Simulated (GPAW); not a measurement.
# TePb (Fm-3m) in GPAW: further runs, part 2 of 2

GPAW 26.7.0. The steps go on from the part before.

### Step 3. Optical spectrum by the Bethe-Salpeter equation, PBE

The input, run.py:

```python
import numpy as np
from ase import Atoms
from ase.dft.bandgap import bandgap
from ase.io import write
from gpaw import GPAW, PW
from gpaw.response.bse import BSE

atoms = Atoms(['Pb', 'Te'],
              cell=[[0.0, 3.231, 3.231],
                    [3.231, 0.0, 3.231],
                    [3.231, 3.231, 0.0]],
              scaled_positions=[[0.0, 0.0, 0.0],
                                [0.5, 0.5, 0.5]],
              pbc=True)

calc = GPAW(mode=PW(500),
            xc='PBE',
            kpts={'size': (6, 6, 6), 'gamma': True},
            occupations={'name': 'fermi-dirac', 'width': 0.001},
            setups={'Te': '16'},
            nbands=-9,
            convergence={'density': 1e-06},
            maxiter=150,
            txt='gpaw.txt')
atoms.calc = calc
energy = atoms.get_potential_energy()
calc.write('gs.gpw')
write('result.traj', atoms)
print(f'Energy: {energy:.6f} eV')
print('Fermi level:', round(calc.get_fermi_level(), 4), 'eV')
print(f'Gap: {bandgap(calc)[0]:.4f} eV, direct: {bandgap(calc, direct=True)[0]:.4f} eV')

dense = calc.fixed_density(kpts={'size': (6, 6, 6), 'gamma': True},
                           nbands=61, convergence={'bands': 55},
                           update_fermi_level=True, txt='dense.txt')
dense.write('dense.gpw', mode='all')
gap = bandgap(dense, direct=True)[0]
print(f'Direct gap on the dense mesh: {gap:.4f} eV')

bse = BSE('dense.gpw',
          ecut=50,
          valence_bands=range(12, 15),
          conduction_bands=range(15, 17),
          nbands=55,
          mode='BSE',
          integrate_gamma='WS',
          direction=2,
          txt='bse.txt',
          eshift=0.8)
bse.get_dielectric_function(w_w=np.linspace(0, 11, 221), eta=0.1, filename='bse.csv', write_eig='eig.dat')
_, energies, weights = np.loadtxt('eig.dat', unpack=True)
bright = energies[weights > 1e-3 * weights.max()]
print(f'Lowest exciton {energies.min():.4f} eV, lowest bright one {bright.min():.4f} eV')
```

Potentials or basis: GPAW PAW data sets (gpaw-data 1.2.1), other valence, pw.

Command:

```bash
$ OMP_NUM_THREADS=1 python run.py
```

gpaw.txt:

```text
__  _  _
 | _ |_)|_||  |
 |__||  | ||/\| - 26.7.0

Input parameters:
  mode=PW(ecut=500.0),
  convergence={'density': 1e-06},
  kpts=MonkhorstPack(size=(6, 6, 6), gamma=True),
  maxiter=150,
  nbands=-9,
  occupations=Occupations(name='fermi-dirac', width=0.001),
  setups={'Te': '16'},
  xc=XC(name='PBE')

Diagonalizing LCAO Hamiltonian
Converting LCAO to pw mode

                 Te

       Pb

Atoms  # Å, Bohr magnetons
|   | symbol |        x |        y |        z |    initial magnetic moments |
|---|--------|----------|----------|----------|-----------------------------|
| 0 |     Pb | 0.000000 | 0.000000 | 0.000000 | ( 0.0000,  0.0000,  0.0000) |
| 1 |     Te | 3.231000 | 3.231000 | 3.231000 | ( 0.0000,  0.0000,  0.0000) |

Unit cell  # Å
| periodic |        x |        y |        z |  lengths |    angles |
|----------|----------|----------|----------|----------|-----------|
|      yes | 0.000000 | 3.231000 | 3.231000 | 4.569324 | 60.000000 |
|      yes | 3.231000 | 0.000000 | 3.231000 | 4.569324 | 60.000000 |
|      yes | 3.231000 | 3.231000 | 0.000000 | 4.569324 | 60.000000 |

Number of symmetries: 48
Symmetry operations  # r_c * U_cc + t_c -> r_c
|    | kind |            matrix            |
|----|------|------------------------------|
|  0 |  σ   |  1, 0, 0,  1, 0,-1,  1,-1, 0 |
|  1 |  C2  |  1, 0, 0,  1,-1, 0,  1, 0,-1 |
|  2 |  E   |  1, 0, 0,  0, 1, 0,  0, 0, 1 |
|  3 |  σ   |  1, 0, 0,  0, 0, 1,  0, 1, 0 |
|  4 |  C4  |  1, 0,-1,  1, 0, 0,  1,-1, 0 |
|  5 |  S6  |  1, 0,-1,  1,-1, 0,  1, 0, 0 |
|  6 |  σ   |  1, 0,-1,  0, 1,-1,  0, 0,-1 |
|  7 |  C3  |  1, 0,-1,  0, 0,-1,  0, 1,-1 |
|  8 |  S6  |  1,-1, 0,  1, 0, 0,  1, 0,-1 |
|  9 |  C4  |  1,-1, 0,  1, 0,-1,  1, 0, 0 |
| 10 |  C3  |  1,-1, 0,  0,-1, 1,  0,-1, 0 |
| 11 |  σ   |  1,-1, 0,  0,-1, 0,  0,-1, 1 |
| 12 |  σ   |  0, 1, 0,  1, 0, 0,  0, 0, 1 |
| 13 |  C4  |  0, 1, 0,  0, 1,-1, -1, 1, 0 |
| 14 |  C3  |  0, 1, 0,  0, 0, 1,  1, 0, 0 |
| 15 |  S6  |  0, 1, 0, -1, 1, 0,  0, 1,-1 |
| 16 |  C2  |  0, 1,-1,  1, 0,-1,  0, 0,-1 |
| 17 |  σ   |  0, 1,-1,  0, 1, 0, -1, 1, 0 |
| 18 |  S4  |  0, 1,-1,  0, 0,-1,  1, 0,-1 |
| 19 |  C4  |  0, 1,-1, -1, 1, 0,  0, 1, 0 |
| 20 |  C3  |  0, 0, 1,  1, 0, 0,  0, 1, 0 |
| 21 |  σ   |  0, 0, 1,  0, 1, 0,  1, 0, 0 |
| 22 |  S6  |  0, 0, 1,  0,-1, 1, -1, 0, 1 |
| 23 |  C4  |  0, 0, 1, -1, 0, 1,  0,-1, 1 |
| 24 |  S4  |  0, 0,-1,  1, 0,-1,  0, 1,-1 |
| 25 |  C3  |  0, 0,-1,  0, 1,-1,  1, 0,-1 |
| 26 |  C2  |  0, 0,-1,  0,-1, 0, -1, 0, 0 |
| 27 |  S6  |  0, 0,-1, -1, 0, 0,  0,-1, 0 |
| 28 |  S4  |  0,-1, 1,  1,-1, 0,  0,-1, 0 |
| 29 |  C4  |  0,-1, 1,  0, 0, 1, -1, 0, 1 |
| 30 |  C2  |  0,-1, 1,  0,-1, 0,  1,-1, 0 |
| 31 |  σ   |  0,-1, 1, -1, 0, 1,  0, 0, 1 |
| 32 |  C3  |  0,-1, 0,  1,-1, 0,  0,-1, 1 |
| 33 |  S6  |  0,-1, 0,  0, 0,-1, -1, 0, 0 |
| 34 |  S4  |  0,-1, 0,  0,-1, 1,  1,-1, 0 |
| 35 |  C2  |  0,-1, 0, -1, 0, 0,  0, 0,-1 |
| 36 |  C2  | -1, 1, 0,  0, 1, 0,  0, 1,-1 |
| 37 |  S6  | -1, 1, 0,  0, 1,-1,  0, 1, 0 |
| 38 |  S4  | -1, 1, 0, -1, 0, 1, -1, 0, 0 |
| 39 |  C3  | -1, 1, 0, -1, 0, 0, -1, 0, 1 |
| 40 |  S6  | -1, 0, 1,  0, 0, 1,  0,-1, 1 |
| 41 |  C2  | -1, 0, 1,  0,-1, 1,  0, 0, 1 |
| 42 |  C3  | -1, 0, 1, -1, 1, 0, -1, 0, 0 |
| 43 |  S4  | -1, 0, 1, -1, 0, 0, -1, 1, 0 |
| 44 |  C2  | -1, 0, 0,  0, 0,-1,  0,-1, 0 |
| 45 |  i   | -1, 0, 0,  0,-1, 0,  0, 0,-1 |
| 46 |  σ   | -1, 0, 0, -1, 1, 0, -1, 0, 1 |
| 47 |  C2  | -1, 0, 0, -1, 0, 1, -1, 1, 0 |

BZ-sampling:
  Number of BZ points: 216
  Number of IBZ points: 16

  Monkhorst-Pack size: [6, 6, 6]
  Monkhorst-Pack shift: [0.08333333333333333, 0.08333333333333333, 0.08333333333333333]

K-points  # in reciprocal-cell coordinates
|     |                                coordinates |     weight |
|-----|--------------------------------------------|------------|
|   0 | (  0.00000000,   0.00000000,   0.00000000) | 0.00462963 |
|   1 | (  0.16666667,   0.16666667,   0.00000000) | 0.02777778 |
|   2 | (  0.16666667,   0.16666667,   0.16666667) | 0.03703704 |
|   3 | (  0.33333333,   0.16666667,   0.16666667) | 0.05555556 |
|   4 | (  0.33333333,   0.33333333,  -0.33333333) | 0.05555556 |
|   5 | (  0.33333333,   0.33333333,   0.00000000) | 0.02777778 |
|   6 | (  0.33333333,   0.33333333,   0.16666667) | 0.11111111 |
|   7 | (  0.33333333,   0.33333333,   0.33333333) | 0.03703704 |
|   8 | (  0.50000000,   0.33333333,  -0.33333333) | 0.11111111 |
|   9 | (  0.50000000,   0.33333333,  -0.16666667) | 0.05555556 |
| ... |                                            |            |
|  15 | (  0.50000000,   0.50000000,   0.50000000) | 0.01851852 |

Plane wave coefficients: 1736
Cutoff: 500.0 eV

Spin-components: 1 (collinear spins)
Bands:           24
Projectors:      12
Spin-degeneracy: 2
Datatype:        complex128

Density:
  Valence electrons: 30.0
  Components: 1
  Grid points: [24 24 24]
  Charge: 0.0  # |e|

Potential:
  Grid points: [24 24 24]

species:
  Pb:
    name:    Lead
    Z:       82.0
    valence: 14
    core:    68
    charge:  0.0  # [|e|]
    compensation charges:
      type: gauss
      rc: 0.38  # [Å]
      lmax: 2
    cutoffs:
      filter: 2.36  # [Å]
      core: 2.43  # [Å]
    projectors
    | kind |    occ | energy [eV] | rcut [Å] |
    |------|--------|-------------|----------|
    |   6s |  2.000 |     -11.969 |    1.259 |
    |   6p |  2.000 |      -3.506 |    1.275 |
    |   5d | 10.000 |     -21.211 |    1.217 |
    |    s |        |      15.243 |    1.259 |
    |    p |        |      23.705 |    1.275 |
    |    d |        |       6.001 |    1.217 |

    Using partial waves for Pb as LCAO basis

  Te:
    name:    Tellurium
    Z:       52.0
    valence: 16
    core:    36
    charge:  0.0  # [|e|]
    compensation charges:
      type: gauss
      rc: 0.37  # [Å]
      lmax: 2
    cutoffs:
      filter: 2.06  # [Å]
      core: 2.12  # [Å]
    projectors
    | kind |    occ | energy [eV] | rcut [Å] |
    |------|--------|-------------|----------|
    |   5s |  2.000 |     -15.088 |    1.164 |
    |   5p |  4.000 |      -5.955 |    1.164 |
    |   4d | 10.000 |     -41.660 |    1.164 |
    |    s |        |      12.123 |    1.164 |
    |    p |        |      21.256 |    1.164 |
    |    d |        |     -14.449 |    1.164 |

    Using partial waves for Te as LCAO basis

Reference energy: -752065.146801  # eV

eigensolver:
  PPCG
  Converge bands: occupied
  niter=2

density mixing:
  MSR1-Mixer
  Pratt-step length: 0.05
  Maximum mixing coefficient: 0.75
  Old densities: 10
  SVD Regularization: 0.005
  Good broyden scale: 1.0
  Trust region scale: 1.0
  Backstep threshold: 4.0
  History deletion threshold: 6.0
  Fourier metric: weight=20.0, sigma=0.015

occupation numbers:
  Fermi-Dirac:
    width: 0.0010  # eV

poisson solver:
  ecut: 4000.0  # eV

xc functional:
  name: PBE with 2 nearest neighbor stencil

convergence criteria:
- Maximum integral of absolute [dens]ity change: 1e-06 electrons / valence electron
- Maximum [total energy] change in last 3 cyles: 0.0005 eV / valence electron
- Maximum integral of absolute [eigenst]ate change: 4e-08 eV^2 / valence electron
maximum number of iterations: 150

SCF iterations
|iter     | |      energy | eigst |  dens |
|---------|-|-------------|-------|-------|
|iter:   1| |   -7.789032 | -0.45 |       |
|iter:   2| |   -7.766010 | -2.39 | -1.53 |
|iter:   3| |   -7.681815 | -2.29 | -1.57 |
|iter:   4| |   -7.683323 | -3.93 | -2.18 |
|iter:   5| |   -7.683773c| -4.48 | -2.64 |
|iter:   6| |   -7.683792c| -5.70 | -3.41 |
|iter:   7| |   -7.683793c| -7.08 | -4.30 |
|iter:   8| |   -7.683793c| -7.64c| -4.68 |
|iter:   9| |   -7.683793c| -8.18c| -5.62 |
|iter:  10| |   -7.683793c| -8.99c| -5.97 |
|iter:  11| |   -7.683793c| -9.47c| -6.82c|

Converged in 11 steps
Energy contributions relative to reference atoms: (reference = -752065.146801)

Energy contributions:
  Kinetic:          18.686743
  Coulomb:         -18.733071
  Zero:             -0.097508
  External:          0.000000
  Xc:               -7.539957
  Entropy:          -0.000000
  Spinorbit:         0.000000
  ----------------------------
  Free energy:      -7.683793
  Extrapolated:     -7.683793

dipole moment: (-27.305402, -27.305402, -27.305402)  # |e|*Ang

Fermi level: 6.228
Eigenvalues  # (at kpt = [0.000, 0.000, 0.000])
| band index |      eig [eV] | occ [0-2] |
|------------|---------------|-----------|
|          0 |       -30.492 |     2.000 |
|        ... |               |           |
|          7 |       -11.037 |     2.000 |
|          8 |       -11.037 |     2.000 |
|          9 |       -11.037 |     2.000 |
|         10 |        -6.328 |     2.000 |
|         11 |         0.145 |     2.000 |
|         12 |         4.311 |     2.000 |
[... 9 lines left out ...]
|         22 |        13.400 |     0.000 |
|         23 |        13.405 |     0.000 |

Gap: 0.653 eV
Transition (v -> c):
  (s=0, k=15, n=14, [0.50, 0.50, 0.50]) -> (s=0, k=15, n=15, [0.50, 0.50, 0.50])
No difference between direct/indirect transitions
# Writing to gs.gpw (mode='')
```

Wall time 21 min (1 thread of Intel Xeon Platinum 8375C at 2.90GHz (Ice Lake), shared host); peak memory 0.44 GiB.

What came out:

```
Free energy                              : -7.6838 eV
Band gap on the k mesh, mean-field level : 0.65 eV, direct
Exciton binding energy                   : 0.04 eV
```

Lowest exciton energies (eV): 1.42, 1.42, 1.42, 1.42, 1.88, 1.89, 1.89, 1.89

Caveat: the band lists can cut through equal levels, which moves peak heights; on so coarse a mesh excitons come out too strongly bound; on this mesh the treatment of q = 0 moves the result by about a tenth of an eV; the long-wavelength limit can be off by a per cent or two; the static dielectric constant lacks the antiresonant part and is too small; spectra need much finer meshes, so this one isn't converged; spin-orbit coupling is left out, which as a rule narrows the gap of such compounds by several tenths of an eV.

### Step 4. How close it comes

Step 2. Measured gap of TePb: 0.19 eV (direct; 4.2 K; a printed reference work, monograph). This calculation gives 0.65 eV (+0.46 eV). Spin-orbit coupling on Pb, Te is left out. The value is that of PBE on a finite k mesh, which can miss the band edges, without temperature or zero-point motion.

Step 3. Against the measured gap of TePb, 0.19 eV (direct; 4.2 K; a printed reference work, monograph), the calculated 0.65 eV is off by +0.46 eV. Spin-orbit coupling on Pb, Te is left out. The value is that of PBE on a finite k mesh, which can miss the band edges, without temperature or zero-point motion.
